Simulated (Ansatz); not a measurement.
BeTe in the zincblende structure (r2SCAN geometry), in Ansatz:

```cif
data_structure
_symmetry_space_group_name_H-M 'F-43m'
_symmetry_Int_Tables_number 216
_cell_length_a 5.6572
_cell_length_b 5.6572
_cell_length_c 5.6572
_cell_angle_alpha 90.000
_cell_angle_beta 90.000
_cell_angle_gamma 90.000
_cell_volume 181.06
loop_
_atom_site_label
_atom_site_type_symbol
_atom_site_symmetry_multiplicity
_atom_site_Wyckoff_symbol
_atom_site_fract_x
_atom_site_fract_y
_atom_site_fract_z
_atom_site_occupancy
Be1 Be 4 a 0.00000 0.00000 0.00000 1
Te1 Te 4 d 0.25000 0.25000 0.75000 1
```

G0W0@PBE with 170 empty bands, a screening cutoff of 140 eV and a 4×4×4 mesh (PAW, contour deformation) gives 2.822 eV over the mesh points, from a PBE gap of 2.011 eV; it sums over 179 bands with 169 plane waves in the screening and a wave cutoff of 420 eV. No extrapolation in bands, cutoff or mesh was made for G0W0. Calculated for a static, non-magnetic cell.

Problem. Estimate the gap with starting point HSE06.

Solution. 3.115 eV (+0.293 eV), from a Kohn-Sham gap of 2.709 eV.

Problem. Estimate the gap with starting point LDA.

Solution. 2.756 eV (-0.066 eV), from a Kohn-Sham gap of 1.900 eV.

Problem. Estimate the gap with potentials of the kind norm-conserving.

Solution. 2.791 eV (-0.031 eV), from a Kohn-Sham gap of 2.013 eV.

No spin-orbit coupling is included; it can move band edges with weight on the heavy atoms by tenths of an eV.
